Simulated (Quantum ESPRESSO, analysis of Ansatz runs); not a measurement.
**Migration in In2O3 (R-3c): V_O hop (2.8 Å), charge +2 (Quantum ESPRESSO)**

How high is the barrier when O changes place in In2O3 (R-3c)? The case: V_O hop (2.8 Å), charge +2, in a cell of 80 host atoms with 1 O taken out.

Program: Quantum ESPRESSO 7.5. Level of theory: Quantum ESPRESSO plane-wave DFT, PBEsol, GBRV 1.5 PBEsol potentials; nudged elastic band between two relaxed defect structures at fixed charge in a uniform background. Results are calculated unless marked as measured.

## (1) The starting structure

The cell holds 79 atoms: 32 In and 47 O. Its edges and angles: a = 11.552 Å, b = 11.552 Å, c = 11.552 Å, α = 56.8°, β = 56.8°, γ = 56.8°. It derives from In2O3 (space group R-3c). Nearest the centre at fractional (0.375, 0.449, 0.801): O37 at 1.42 Å, In12 at 1.73 Å, In11 at 1.77 Å, O6 at 2.47 Å, In73 at 2.63 Å, O38 at 2.65 Å, In33 at 2.67 Å, O19 at 2.68 Å. The cell carries charge +2.

The cell's shortest repeat is 11.0 Å.

## (2) Relaxation of the start point, charge +2

The ends come first: from an unrelaxed start the top is counted from too high an energy, and the barrier comes out too low. Small random displacements break the symmetry of the ideal sites, so that the defect can distort if it gains by it. The charge of +2 is set by the electron count, and a uniform background keeps the cell neutral.

pw.in reads:

```
&CONTROL
  calculation = 'relax'
  prefix = 'pwscf'
  outdir = './tmp'
  pseudo_dir = './pseudo'
  tprnfor = .true.
  disk_io = 'low'
  nstep = 70
  forc_conv_thr = 0.0012
  etot_conv_thr = 0.0001
/
&SYSTEM
  ibrav = 0
  nat = 79
  ntyp = 2
  ecutwfc = 36
  ecutrho = 288
  nbnd = 352
  occupations = 'fixed'
  tot_charge = 2
  nosym = .true.
/
&ELECTRONS
  conv_thr = 8d-08
  electron_maxstep = 100
  mixing_beta = 0.5
/
&IONS
  ion_dynamics = 'bfgs'
/
ATOMIC_SPECIES
In   114.8180 in_pbesol_v1.4.uspp.F.UPF
O     15.9990 o_pbesol_v1.2.uspp.F.UPF
CELL_PARAMETERS angstrom
   5.4978746316    3.1741994784    9.6511628677
  -5.4978746316    3.1741994784    9.6511628677
   0.0000000000   -6.3483987569    9.6511628675
ATOMIC_POSITIONS crystal
In     0.3212012268    0.3212012268    0.3212012268
In     0.4287987732    0.4287987732    0.4287987732
In     0.1800340377    0.1798043797    0.1754872347
In     0.0712012268    0.0712012268    0.0712012268
O      0.0229817695    0.3750000000    0.2270182306
O      0.3745607087    0.2241792749    0.0253603273
O      0.2270182306    0.0229817695    0.3750000000
O      0.4770182306    0.1250000000    0.2729817694
O      0.2720031426    0.4757013330    0.1242015918
O      0.1250000000    0.2729817694    0.4770182306
In     0.3180377529    0.3224835513    0.8214627894
In     0.4279187315    0.4307489530    0.9261189693
In     0.1787987732    0.1787987732    0.6787987732
In     0.0712012268    0.0712012268    0.5712012268
O      0.0229817695    0.3750000000    0.7270182306
O      0.3750000000    0.2270182306    0.5229817694
O      0.2270182306    0.0229817695    0.8750000000
O      0.4750996409    0.1279913678    0.7732539570
O      0.2736727655    0.4791567571    0.6218799302
O      0.1269645987    0.2728340672    0.9739828675
In     0.3212012268    0.8212012268    0.3212012268
In     0.4287987732    0.9287987732    0.4287987732
In     0.1787987732    0.6787987732    0.1787987732
In     0.0697669359    0.5717022891    0.0693701594
O      0.0229817695    0.8750000000    0.2270182306
O      0.3750000000    0.7270182306    0.0229817695
O      0.2270182306    0.5229817694    0.3750000000
O      0.4770182306    0.6250000000    0.2729817694
O      0.2729817694    0.9770182306    0.1250000000
O      0.1250000000    0.7729817695    0.4770182306
In     0.3212012268    0.8212012268    0.8212012268
In     0.4287987732    0.9287987732    0.9287987732
In     0.1766043969    0.6798756620    0.6774792043
In     0.0712012268    0.5712012268    0.5712012268
O      0.0229817695    0.8750000000    0.7270182306
O      0.3739432354    0.7301068230    0.5228158506
O      0.2269148790    0.5241567857    0.8768282214
O      0.4767666181    0.6223022443    0.7757189140
O      0.2729817694    0.9770182306    0.6250000000
O      0.1250000000    0.7729817695    0.9770182306
In     0.8212012268    0.3212012268    0.3212012268
In     0.9287987732    0.4287987732    0.4287987732
In     0.6787987732    0.1787987732    0.1787987732
In     0.5723200903    0.0693199425    0.0737229664
O      0.5229817694    0.3750000000    0.2270182306
O      0.8750000000    0.2270182306    0.0229817695
O      0.7270182306    0.0229817695    0.3750000000
O      0.9770182306    0.1250000000    0.2729817694
O      0.7729817695    0.4770182306    0.1250000000
O      0.6250000000    0.2729817694    0.4770182306
In     0.8212012268    0.3212012268    0.8212012268
In     0.9287987732    0.4287987732    0.9287987732
In     0.6773556742    0.1806270970    0.6806495501
In     0.5712012268    0.0712012268    0.5712012268
O      0.8750000000    0.2270182306    0.5229817694
O      0.7270182306    0.0229817695    0.8750000000
O      0.9770182306    0.1250000000    0.7729817695
O      0.7729817695    0.4770182306    0.6250000000
O      0.6233222043    0.2741576642    0.9794791310
In     0.8212012268    0.8212012268    0.3212012268
In     0.9287987732    0.9287987732    0.4287987732
In     0.6787987732    0.6787987732    0.1787987732
In     0.5712012268    0.5712012268    0.0712012268
O      0.5229817694    0.8750000000    0.2270182306
O      0.8750000000    0.7270182306    0.0229817695
O      0.7270182306    0.5229817694    0.3750000000
O      0.9770182306    0.6250000000    0.2729817694
O      0.7729817695    0.9770182306    0.1250000000
O      0.6250000000    0.7729817695    0.4770182306
In     0.8212012268    0.8212012268    0.8212012268
In     0.9287987732    0.9287987732    0.9287987732
In     0.6787987732    0.6787987732    0.6787987732
In     0.5695249465    0.5710222873    0.5700703266
O      0.5229817694    0.8750000000    0.7270182306
O      0.8750000000    0.7270182306    0.5229817694
O      0.7270182306    0.5229817694    0.8750000000
O      0.9770182306    0.6250000000    0.7729817695
O      0.7729817695    0.9770182306    0.6250000000
O      0.6250000000    0.7729817695    0.9770182306
K_POINTS gamma
```

On the command line:

```bash
$ OMP_NUM_THREADS=1 mpirun -n 8 pw.x -in pw.in > pw.out
```

Output:

```text
[shortened: banners, details of potentials and solvers, and blank lines are left out]
     gamma-point specific algorithms are used
     one sub-group per band group will be used
     scalapack distributed-memory algorithm (size of sub-group:  2*  2 procs)
     bravais-lattice index     =            0
     lattice parameter (alat)  =      21.8300  a.u.
     unit-cell volume          =    6819.5628 (a.u.)^3
     number of atoms/cell      =           79
     number of atomic types    =            2
     number of electrons       =       696.00
     number of Kohn-Sham states=          352
     kinetic-energy cutoff     =      36.0000  Ry
     charge density cutoff     =     288.0000  Ry
     scf convergence threshold =      8.0E-08
     mixing beta               =       0.5000
     number of iterations used =            8  plain     mixing
     energy convergence thresh.=      1.0E-04
     force convergence thresh. =      1.2E-03
     Exchange-correlation= SLA  PW   PSX  PSC
                           (   1   4  10   8   0   0   0)
     nstep                     =           70
     crystal axes: (cart. coord. in units of alat)
               a(1) = (   0.475927   0.274777   0.835459 )
               a(2) = (  -0.475927   0.274777   0.835459 )
               a(3) = (   0.000000  -0.549553   0.835459 )
     PseudoPot. # 1 for In read from file:
     in_pbesol_v1.4.uspp.F.UPF
     Pseudo is Ultrasoft + core correction, Zval = 13.0
[...]
PseudoPot. # 2 for O  read from file:
     o_pbesol_v1.2.uspp.F.UPF
     Pseudo is Ultrasoft + core correction, Zval =  6.0
[...]
atomic species   valence    mass     pseudopotential
     In               13.00   114.81800     In( 1.00)
     O                 6.00    15.99900     O ( 1.00)
     No symmetry found
     site n.     atom                  positions (alat units)
         1        In     tau(   1) = (  -0.0000000   0.0000000   0.8050512  )
         2        In     tau(   2) = (   0.0000000   0.0000000   1.0747312  )
         3        In     tau(   3) = (   0.0001093   0.0024356   0.4472425  )
         4        In     tau(   4) = (  -0.0000000   0.0000000   0.1784571  )
         5        O      tau(   5) = (  -0.1675349  -0.0154025   0.5221618  )
         6        O      tau(   6) = (   0.0715706   0.1505828   0.5214101  )
         7        O      tau(   7) = (   0.0971064  -0.1373883   0.5221618  )
         8        O      tau(   8) = (   0.1675349   0.0154025   0.7310265  )
[...]
number of k points=     1
                       cart. coord. in units 2pi/alat
        k(    1) = (   0.0000000   0.0000000   0.0000000), wk =   2.0000000
     Dense  grid:   281435 G-vectors     FFT dimensions: ( 120, 120, 120)
     Smooth grid:    99485 G-vectors     FFT dimensions: (  90,  90,  90)
     starting charge     649.9999, renormalised to     696.0000
     Self-consistent Calculation
     iteration #  1     ecut=    36.00 Ry     beta= 0.50
     total energy              =   -5768.89112513 Ry
     estimated scf accuracy    <      38.16088459 Ry
     iteration #  2     ecut=    36.00 Ry     beta= 0.50
     total energy              =   -5779.19907405 Ry
     estimated scf accuracy    <       5.74097898 Ry
     iteration #  3     ecut=    36.00 Ry     beta= 0.50
     total energy              =   -5780.22563471 Ry
     estimated scf accuracy    <       0.91032821 Ry
[...]
estimated scf accuracy    <       0.00016543 Ry
     iteration # 10     ecut=    36.00 Ry     beta= 0.50
     total energy              =   -5780.39310508 Ry
     estimated scf accuracy    <       0.00003255 Ry
[... 117 further cycles ...]
     iteration #  7     ecut=    36.00 Ry     beta= 0.50
     total energy              =   -5780.50323803 Ry
     estimated scf accuracy    <          2.3E-09 Ry
     iteration #  8     ecut=    36.00 Ry     beta= 0.50
     End of self-consistent calculation
          k = 0.0000 0.0000 0.0000 ( 12405 PWs)   bands (ev):
    -8.7980  -8.4276  -8.3663  -8.3439  -8.3290  -8.3115  -8.2483  -8.2124
    -8.2073  -8.1979  -8.1938  -8.1556  -8.0874  -8.0806  -8.0714  -8.0518
    -7.9375  -7.9286  -7.9011  -7.8810  -7.8645  -7.8562  -7.8322  -7.8181
    -7.7975  -7.7958  -7.7900  -7.7846  -7.7702  -7.7653  -7.7459  -7.7437
    -7.7249  -7.7169  -7.7105  -7.7048  -7.6897  -7.6884  -7.6780  -7.6722
    -7.6708  -7.6274  -7.6240  -7.5933  -7.5557  -7.5170  -7.5111  -3.7143
    -3.7104  -3.6567  -3.6406  -3.6289  -3.6243  -3.6171  -3.6032  -3.5930
    -3.5640  -3.5460  -3.5357  -3.5113  -3.5110  -3.4922  -3.4794  -3.4718
[...]
highest occupied, lowest unoccupied level (ev):     8.8014    9.7111
!    total energy              =   -5780.50323803 Ry
     estimated scf accuracy    <          3.1E-10 Ry
     The total energy is the sum of the following terms:
     one-electron contribution =   -1447.40964127 Ry
     hartree contribution      =    1325.29293129 Ry
     xc contribution           =   -1539.27130364 Ry
     ewald contribution        =   -4119.11522442 Ry
     convergence has been achieved in   8 iterations
     Forces acting on atoms (cartesian axes, Ry/au):
     atom    1 type  1   force =    -0.00009264    0.00020543    0.00046196
     atom    2 type  1   force =     0.00013018    0.00082444   -0.00024302
     atom    3 type  1   force =     0.00018719    0.00038991    0.00036887
     atom    4 type  1   force =    -0.00002594   -0.00010063   -0.00085113
     atom    5 type  2   force =    -0.00010683   -0.00003136    0.00005032
     atom    6 type  2   force =     0.00010546   -0.00010356   -0.00000476
     atom    7 type  2   force =    -0.00062989   -0.00001496    0.00023089
     atom    8 type  2   force =     0.00030549    0.00069430    0.00038699
[...]
Total force =     0.006916     Total SCF correction =     0.000055
     Energy error            =      1.1E-04 Ry
     Gradient error          =      1.2E-03 Ry/Bohr
     number of scf cycles    =  15
     number of bfgs steps    =  14
     energy             old  =   -5780.5031317624 Ry
     energy             new  =   -5780.5032380263 Ry
     CASE: energy            _new < energy            _old
     new trust radius        =       0.0068287499 bohr
     new conv_thr            =       0.0000000008 Ry
ATOMIC_POSITIONS (crystal)
In               0.3193880999        0.3214613391        0.3269984642
In               0.4299813488        0.4291596580        0.4288010850
In               0.1785069796        0.1783848004        0.1802285039
In               0.0690833551        0.0714395540        0.0725185317
O                0.0228354929        0.3751178658        0.2269098035
O                0.3786140404        0.2327799309        0.0114159940
O                0.2267618587        0.0235054851        0.3750119930
O                0.4746832807        0.1315485359        0.2671928539
[...]
Self-consistent Calculation
     iteration #  1     ecut=    36.00 Ry     beta= 0.50
     total energy              =   -5780.50329778 Ry
     estimated scf accuracy    <       0.00005551 Ry
     iteration #  2     ecut=    36.00 Ry     beta= 0.50
     total energy              =   -5780.50330575 Ry
     estimated scf accuracy    <       0.00002197 Ry
     iteration #  3     ecut=    36.00 Ry     beta= 0.50
     total energy              =   -5780.50331061 Ry
     estimated scf accuracy    <       0.00000299 Ry
[...]
estimated scf accuracy    <       0.00000008 Ry
     iteration #  6     ecut=    36.00 Ry     beta= 0.50
     total energy              =   -5780.50331108 Ry
     estimated scf accuracy    <       0.00000001 Ry
     iteration #  7     ecut=    36.00 Ry     beta= 0.50
     total energy              =   -5780.50331109 Ry
     estimated scf accuracy    <          2.1E-09 Ry
     iteration #  8     ecut=    36.00 Ry     beta= 0.50
     End of self-consistent calculation
          k = 0.0000 0.0000 0.0000 ( 12405 PWs)   bands (ev):
    -8.7980  -8.4257  -8.3667  -8.3428  -8.3286  -8.3112  -8.2514  -8.2117
    -8.2084  -8.1970  -8.1937  -8.1547  -8.0884  -8.0775  -8.0709  -8.0520
    -7.9378  -7.9301  -7.9009  -7.8815  -7.8640  -7.8563  -7.8344  -7.8162
    -7.7973  -7.7970  -7.7910  -7.7846  -7.7715  -7.7663  -7.7494  -7.7435
    -7.7240  -7.7169  -7.7122  -7.7041  -7.6891  -7.6875  -7.6771  -7.6723
    -7.6704  -7.6276  -7.6248  -7.5927  -7.5556  -7.5165  -7.5108  -3.7137
    -3.7099  -3.6563  -3.6401  -3.6285  -3.6239  -3.6173  -3.6030  -3.5933
    -3.5637  -3.5462  -3.5355  -3.5118  -3.5110  -3.4922  -3.4793  -3.4718
[...]
highest occupied, lowest unoccupied level (ev):     8.8014    9.7116
!    total energy              =   -5780.50331109 Ry
     estimated scf accuracy    <          3.4E-10 Ry
     The total energy is the sum of the following terms:
     one-electron contribution =   -1447.40531942 Ry
     hartree contribution      =    1325.29025904 Ry
     xc contribution           =   -1539.27187652 Ry
     ewald contribution        =   -4119.11637418 Ry
     convergence has been achieved in   8 iterations
     Forces acting on atoms (cartesian axes, Ry/au):
     atom    1 type  1   force =    -0.00011352    0.00027990    0.00012465
     atom    2 type  1   force =     0.00017457    0.00079458   -0.00044516
     atom    3 type  1   force =     0.00017769   -0.00006345    0.00043038
     atom    4 type  1   force =    -0.00011807    0.00055803   -0.00032303
     atom    5 type  2   force =     0.00016444    0.00034612    0.00002697
     atom    6 type  2   force =    -0.00000165   -0.00051676   -0.00007023
     atom    7 type  2   force =    -0.00080326    0.00008025    0.00013833
     atom    8 type  2   force =     0.00027895    0.00050127    0.00021729
[...]
Total force =     0.005837     Total SCF correction =     0.000058
     Energy error            =      7.3E-05 Ry
     Gradient error          =      1.1E-03 Ry/Bohr
     bfgs converged in  16 scf cycles and  15 bfgs steps
     (criteria: energy <  1.0E-04 Ry, force <  1.2E-03 Ry/Bohr)
     End of BFGS Geometry Optimization
     Final energy             =   -5780.5033110874 Ry
Begin final coordinates
ATOMIC_POSITIONS (crystal)
In               0.3193880999        0.3214613391        0.3269984642
In               0.4299813488        0.4291596580        0.4288010850
In               0.1785069796        0.1783848004        0.1802285039
In               0.0690833551        0.0714395540        0.0725185317
O                0.0228354929        0.3751178658        0.2269098035
O                0.3786140404        0.2327799309        0.0114159940
O                0.2267618587        0.0235054851        0.3750119930
O                0.4746832807        0.1315485359        0.2671928539
[...]
End final coordinates
   JOB DONE.
```

Elapsed: 8.5 min, on 8 MPI ranks of Arm Neoverse V2, shared host; peak memory 2 GiB; 68 min of CPU time.

Step by step:

```tsv
step	energy less that of the first step (eV)
0	0.0000
1	-0.6682
2	-1.0373
3	-1.2552
4	-1.3258
5	-1.3858
6	-1.4298
7	-1.4439
8	-1.4602
9	-1.4767
10	-1.4837
11	-1.4909
12	-1.4947
13	-1.4969
14	-1.4984
15	-1.4994
```

The atoms that moved most (Å):

```tsv
atom	dx	dy	dz	length
In53	0.227	0.024	-0.161	0.279
In73	-0.087	0.187	0.166	0.265
In12	-0.059	-0.125	0.123	0.185
In11	-0.030	-0.108	-0.094	0.146
O69	-0.087	0.030	0.096	0.133
O6	-0.025	0.129	-0.012	0.132
O78	0.068	-0.058	-0.097	0.132
O59	-0.018	0.081	-0.102	0.131
```

Neighbours of O37 at the end:

```tsv
atom	distance (Å)
In33	2.141
In24	2.205
In12	2.205
In11	2.249
O6	2.697
O19	2.855
O9	2.976
O38	2.987
```

This step gave:

```yaml
highest_filled_level: 8.801 eV
lowest_empty_level: 9.712 eV
r_m_s_move_of_the_farther_half_of_the_atoms: 0.03557 Å
largest_move_from_the_ideal_geometry_of_this_structure_a_common_shift_of_the_far_atoms_taken_out: 0.2576 Å
```

The relaxation gained 1.499 eV and ended with a largest force component of 0.027 eV/Å.

[end of part 1 of 3]

[Logs are printed without paths, hosts, clocks, repeated set-up lines and the standing remarks that a program may print on its own settings, such as how far it seeks lower states.]

[Hosts, paths, dates, database ids (printed as entryN), source tags and the programs' standing remarks are cut or masked in the printed files.]
